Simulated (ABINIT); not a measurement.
# Cr (Im-3m) in ABINIT: reference runs

How does Cr come out in PBE? The cell is run as given and disturbed.

Program: ABINIT 10.8.3 (patched build). These are calculated values, not measurements. Logs are shortened: lines on timing, memory, paths and dates and some standing lists are left out, and cuts for length are marked. The log counts tension as positive stress, the text compression.

### Step 1. The structure

It takes space group Im-3m (No. 229, cubic). Conventional cell: a = 2.969 Å, b = 2.969 Å, c = 2.969 Å, α = 90.00°, β = 90.00°, γ = 90.00°. Cr (site symmetry m-3m) has 8 Cr at 2.57 Å as nearest neighbours.

### Step 2. Single point, PBE, collinear spin, ferromagnetic start

File run.abi:

```
# Pseudopotentials
pp_dirpath "./"
pseudos "Cr.GGA_PBE-JTH.xml"

# Structure
acell 3*1.0 Angstrom
rprim
    -1.4844496776     1.4844496776     1.4844496776
     1.4844496776    -1.4844496776     1.4844496776
     1.4844496776     1.4844496776    -1.4844496776
ntypat 1
znucl 24
natom 1
typat 1
xcart
     0.0000000000     0.0000000000     0.0000000000 Angstrom

# Plane-wave basis
ecut 625.861884 eV
pawecutdg 45.0

# k points
kptopt 1
ngkpt 12 12 12
nshiftk 1
shiftk 0.0 0.0 0.0

# Exchange and correlation
ixc 11

# Bands and occupations
nband 12
occopt 3
tsmear 0.05 eV

# Spin
nsppol 2
spinat
     0.0000000000     0.0000000000     3.0000000000

# SCF cycle
nstep 100
tolvrs 1.0e-9

# Output
iomode 3
prtwf 0
prtden 0
prteig 0
prtebands 0
```

Potentials or basis: JTH PAW PBE v2.0.

Run with:

```
> abinit run.abi > log 2>&1
```

run.abo:

```text
.Version 10.8.3 of ABINIT
 Symmetries : space group Im -3 m (#229); Bravais cI (body-center cubic)
================================================================================
 Values of the parameters that define the memory need of the present run
     intxc =       0    ionmov =       0      iscf =      17    lmnmax =      18
     lnmax =       6     mgfft =      24  mpssoang =       3    mqgrid =    3001
     natom =       1  nloc_mem =       2    nspden =       2   nspinor =       1
    nsppol =       2      nsym =      48    n1xccc =       1    ntypat =       1
    occopt =       3   xclevel =       2
       mpw =         475          nfft =       13824          nkpt =          72
 PAW method is used; the additional fine FFT grid is defined by:
   mgfftf=        30    nfftf =     27000
================================================================================
================================================================================

--------------------------------------------------------------------------------
------------- Echo of variables that govern the present computation ------------
--------------------------------------------------------------------------------
 -outvars: echo values of preprocessed input variables --------
            acell      1.8897261259E+00  1.8897261259E+00  1.8897261259E+00 Bohr
              amu      5.19961000E+01
             ecut      2.30000000E+01 Hartree
                       outvar_i_n : Printing only first  50 k-points.
              ixc          11
                       outvar_i_n : Printing only first  50 k-points.
         kptrlatt       12    0    0      0   12    0      0    0   12
          kptrlen      5.83050565E+01
            natom           1
            nband          12
            ngfft          24      24      24
          ngfftdg          30      30      30
             nkpt          72
           nspden           2
           nsppol           2
            nstep         100
             nsym          48
           ntypat           1
                       prtocc : prtvol=0, do not print more k-points.
                       1.000000  1.000000  1.000000  1.000000  1.000000  1.000000
                       1.000000  0.000000  0.000000  0.000000  0.000000  0.000000
                       1.000000  1.000000  1.000000  1.000000  1.000000  1.000000
                       1.000000  0.000000  0.000000  0.000000  0.000000  0.000000
                       1.000000  1.000000  1.000000  1.000000  1.000000  1.000000
                       1.000000  0.000000  0.000000  0.000000  0.000000  0.000000
[... 92 lines left out ...]
                       1.000000  1.000000  1.000000  1.000000  1.000000  1.000000
                       1.000000  0.000000  0.000000  0.000000  0.000000  0.000000
                       prtocc : prtvol=0, do not print more k-points.
           occopt           3
        pawecutdg      4.50000000E+01 Hartree
         pawxcdev           0
           prtden           0
        prtebands           0
           prteig           0
            prtwf           0
            rprim     -1.4844496776E+00  1.4844496776E+00  1.4844496776E+00
                       1.4844496776E+00 -1.4844496776E+00  1.4844496776E+00
                       1.4844496776E+00  1.4844496776E+00 -1.4844496776E+00
          spgroup         229
[... 148 lines left out ...]
 frms,max,avg= 0.0000000E+00 0.0000000E+00   0.000E+00  0.000E+00  0.000E+00 h/b

 cartesian forces (eV/Angstrom) at end:
    1     -0.00000000000000    -0.00000000000000    -0.00000000000000
 frms,max,avg= 0.0000000E+00 0.0000000E+00   0.000E+00  0.000E+00  0.000E+00 e/A
 length scales=  1.889726125908  1.889726125908  1.889726125908 bohr
              =  1.000000000000  1.000000000000  1.000000000000 angstroms
 Fermi (or HOMO) energy (hartree) =   0.33321   Average Vxc (hartree)=  -0.46120
 Magnetization (Bohr magneton)=  2.34007258E-08
 Total spin up =  7.00000001E+00   Total spin down =  6.99999999E+00
 Eigenvalues (hartree) for nkpt=  72  k points, SPIN UP:
 kpt#   1, nband= 12, wtk=  0.00058, kpt=  0.0000  0.0000  0.0000 (reduced coord)
  -2.30894   -1.24021   -1.24021   -1.24021    0.05527    0.30591    0.30591    0.30591
   0.37069    0.37069    1.12406    1.12406
      occupation numbers for kpt#   1
   1.00000    1.00000    1.00000    1.00000    1.00000    1.00000    1.00000    1.00000
   0.00000    0.00000    0.00000    0.00000
 prteigrs : prtvol=0 or 1, do not print more k-points.

 Eigenvalues (hartree) for nkpt=  72  k points, SPIN DOWN:
 kpt#   1, nband= 12, wtk=  0.00058, kpt=  0.0000  0.0000  0.0000 (reduced coord)
  -2.30894   -1.24021   -1.24021   -1.24021    0.05527    0.30591    0.30591    0.30591
   0.37069    0.37069    1.12406    1.12406
      occupation numbers for kpt#   1
   1.00000    1.00000    1.00000    1.00000    1.00000    1.00000    1.00000    1.00000
   0.00000    0.00000    0.00000    0.00000
 prteigrs : prtvol=0 or 1, do not print more k-points.

--- !EnergyTerms
iteration_state     : {dtset: 1, }
comment             : Components of total free energy in Hartree
kinetic             :  1.50991181093099E+01
hartree             :  1.74635457222370E+01
xc                  : -4.69717104506776E+00
Ewald energy        : -6.35684538755965E+01
psp_core            :  4.28304996089360E+00
local_psp           : -5.05872545270577E+01
PAW spherical_terms : -5.40632008130116E+00
internal            : -8.74134857365827E+01
'-kT*entropy'       : -1.96420050543436E-04
total_energy        : -8.74136821566332E+01
total_energy_eV     : -2.37864746834756E+03
...

--- !EnergyTermsDC
iteration_state     : {dtset: 1, }
comment             : '"Double-counting" decomposition of free energy'
band_energy         : -1.05858033418171E+01
Ewald energy        : -6.35684538755965E+01
psp_core            :  4.28304996089360E+00
xc_dc               : -1.60456418787251E+01
PAW spherical_terms : -1.49665494918720E+00
internal            : -8.74135040844323E+01
'-kT*entropy'       : -1.96420050543436E-04
total_energy_dc     : -8.74137005044828E+01
total_energy_dc_eV  : -2.37864796761799E+03
...

--- !EnergyTermsWithPAWCore
iteration_state     : {dtset: 1, }
comment             : 'Components of total free energy, including PAW core contributions'
Total energy        : -1.05087074108716E+03
Total energy DC     : -1.05087075943501E+03
Total energy (eV)   : -2.85956496303229E+04
Total energy DC (eV): -2.85956501295933E+04
...

 Cartesian components of stress tensor (hartree/bohr^3)
  sigma(1 1)=  8.48791826E-04  sigma(3 2)=  0.00000000E+00
  sigma(2 2)=  8.48791826E-04  sigma(3 1)=  0.00000000E+00
  sigma(3 3)=  8.48791826E-04  sigma(2 1)=  0.00000000E+00

-Cartesian components of stress tensor (GPa)         [Pressure= -2.4972E+01 GPa]
- sigma(1 1)=  2.49723177E+01  sigma(3 2)=  0.00000000E+00
- sigma(2 2)=  2.49723177E+01  sigma(3 1)=  0.00000000E+00
- sigma(3 3)=  2.49723177E+01  sigma(2 1)=  0.00000000E+00

== END DATASET(S) ==============================================================
================================================================================

 -outvars: echo values of variables after computation  --------
            acell      1.8897261259E+00  1.8897261259E+00  1.8897261259E+00 Bohr
           etotal     -8.7413700504E+01
            fcart     -0.0000000000E+00 -0.0000000000E+00 -0.0000000000E+00
            rprim     -1.4844496776E+00  1.4844496776E+00  1.4844496776E+00
                       1.4844496776E+00 -1.4844496776E+00  1.4844496776E+00
                       1.4844496776E+00  1.4844496776E+00 -1.4844496776E+00
           strten      8.4879182583E-04  8.4879182583E-04  8.4879182583E-04
                       0.0000000000E+00  0.0000000000E+00  0.0000000000E+00
 Calculation completed.
```

Run time: 23 s. Hardware: 1 thread of AMD EPYC 9R45 (Zen 5), shared host; peak memory 0.12 GiB.

Results:

- Free energy: -2378.6480 eV
- Pressure: -25.0 GPa
- Band gap on the k mesh: none (metal or under the smearing width)
- Net moment: 0.00 μB per cell
- Valence electrons inside the program's atomic spheres: Cr 12.06 (radii [1.1156] Å)

Caveat: the starting moments collapsed, and a magnetic state may lie lower; so large a pressure means that the cell lies far from this level's equilibrium, or that cutoff or potentials fall short.

### Step 3. Single point, PBE, collinear spin, ferromagnetic start (cell strained at random at fixed volume)

File run.abi:

```
pp_dirpath "./"
pseudos "Cr.GGA_PBE-JTH.xml"

acell 3*1.0 Angstrom
rprim
    -1.4806240000     1.4726660000     1.4227520000
     1.5490710000    -1.4964210000     1.5149530000
     1.4669230000     1.4827200000    -1.4465060000
ntypat 1
znucl 24
natom 1
typat 1
xred
     0.0065450000    -0.0049150000    -0.0232640000
chkprim 0
chksymtnons 0
tolsym 1.0e-6

ecut 23.0
pawecutdg 45.0

kptopt 1
ngkpt 12 12 12
nshiftk 1
shiftk 0.0 0.0 0.0

ixc 11

nband 12
occopt 3
tsmear 0.00183747

nsppol 2
spinat
     0.0000000000     0.0000000000     3.0000000000

nstep 100
tolvrs 1.0e-9

iomode 3
prtwf 0
prteig 0
prtebands 0
enunit 1
prtden 1
prtvha 1
prtvclmb 1
prtpot 1
```

Potentials or basis: JTH PAW PBE v2.0.

Run with:

```
> abinit run.abi > log 2>&1
```

run.abo:

```text
.Version 10.8.3 of ABINIT
 Symmetries : space group P-1 (#  2); Bravais aP (primitive triclinic)
================================================================================
 Values of the parameters that define the memory need of the present run
     intxc =       0    ionmov =       0      iscf =      17    lmnmax =      18
     lnmax =       6     mgfft =      24  mpssoang =       3    mqgrid =    3001
     natom =       1  nloc_mem =       2    nspden =       2   nspinor =       1
    nsppol =       2      nsym =       2    n1xccc =       1    ntypat =       1
    occopt =       3   xclevel =       2
       mpw =         479          nfft =       13824          nkpt =         868
 PAW method is used; the additional fine FFT grid is defined by:
   mgfftf=        32    nfftf =     28800
================================================================================
================================================================================

--------------------------------------------------------------------------------
------------- Echo of variables that govern the present computation ------------
--------------------------------------------------------------------------------
 -outvars: echo values of preprocessed input variables --------
            acell      1.8897261259E+00  1.8897261259E+00  1.8897261259E+00 Bohr
              amu      5.19961000E+01
          chkprim           0
      chksymtnons           0
             ecut      2.30000000E+01 Hartree
           enunit           1
                       outvar_i_n : Printing only first  50 k-points.
              ixc          11
[... 325 lines left out ...]
band_energy         : -1.05897506959272E+01
Ewald energy        : -6.35520349375298E+01
psp_core            :  4.28304915013199E+00
xc_dc               : -1.60589511365315E+01
PAW spherical_terms : -1.49546139518277E+00
internal            : -8.74131490150394E+01
'-kT*entropy'       : -1.98277439551949E-04
total_energy_dc     : -8.74133472924789E+01
total_energy_dc_eV  : -2.37863835622972E+03
...

--- !EnergyTermsWithPAWCore
iteration_state     : {dtset: 1, }
comment             : 'Components of total free energy, including PAW core contributions'
Total energy        : -1.05087037875868E+03
Total energy DC     : -1.05087040622300E+03
Total energy (eV)   : -2.85956397708628E+04
Total energy DC (eV): -2.85956405182050E+04
...

 Cartesian components of stress tensor (hartree/bohr^3)
  sigma(1 1)=  9.68314146E-04  sigma(3 2)= -3.26703683E-05
  sigma(2 2)=  8.01757900E-04  sigma(3 1)=  9.16430683E-05
  sigma(3 3)=  7.43856048E-04  sigma(2 1)= -9.42106614E-06

-Cartesian components of stress tensor (GPa)         [Pressure= -2.4654E+01 GPa]
- sigma(1 1)=  2.84887858E+01  sigma(3 2)= -9.61195419E-01
- sigma(2 2)=  2.35885318E+01  sigma(3 1)=  2.69623216E+00
- sigma(3 3)=  2.18850005E+01  sigma(2 1)= -2.77177335E-01

== END DATASET(S) ==============================================================
================================================================================

 -outvars: echo values of variables after computation  --------
            acell      1.8897261259E+00  1.8897261259E+00  1.8897261259E+00 Bohr
           etotal     -8.7413347292E+01
            fcart     -0.0000000000E+00 -0.0000000000E+00 -0.0000000000E+00
            rprim     -1.4806240000E+00  1.4726660000E+00  1.4227520000E+00
                       1.5490710000E+00 -1.4964210000E+00  1.5149530000E+00
                       1.4669230000E+00  1.4827200000E+00 -1.4465060000E+00
           strten      9.6831414643E-04  8.0175790010E-04  7.4385604765E-04
                      -3.2670368258E-05  9.1643068294E-05 -9.4210661437E-06
           xangst     -5.1430864717E-02 -1.7500489895E-02  3.5517433429E-02
             xred      6.5450000000E-03 -4.9150000000E-03 -2.3264000000E-02
 Calculation completed.
```

It took 4.7 min on 1 thread of AMD EPYC 9R45 (Zen 5), shared host; peak memory 0.37 GiB.

Results:

| Quantity | Value |
| --- | --- |
| Free energy | -2378.6384 eV |
| Pressure | -24.7 GPa |
| Band gap on the k mesh | none (metal or under the smearing width) |
| Net moment | 0.00 μB per cell |
| Valence electrons inside the program's atomic spheres | Cr 12.05 (radii [1.1156] Å) |

Stress tensor (GPa, compression positive):
```
-28.49   0.28  -2.70
  0.28 -23.59   0.96
 -2.70   0.96 -21.89
```

Caveat: the starting moments collapsed, and a magnetic state may lie lower.
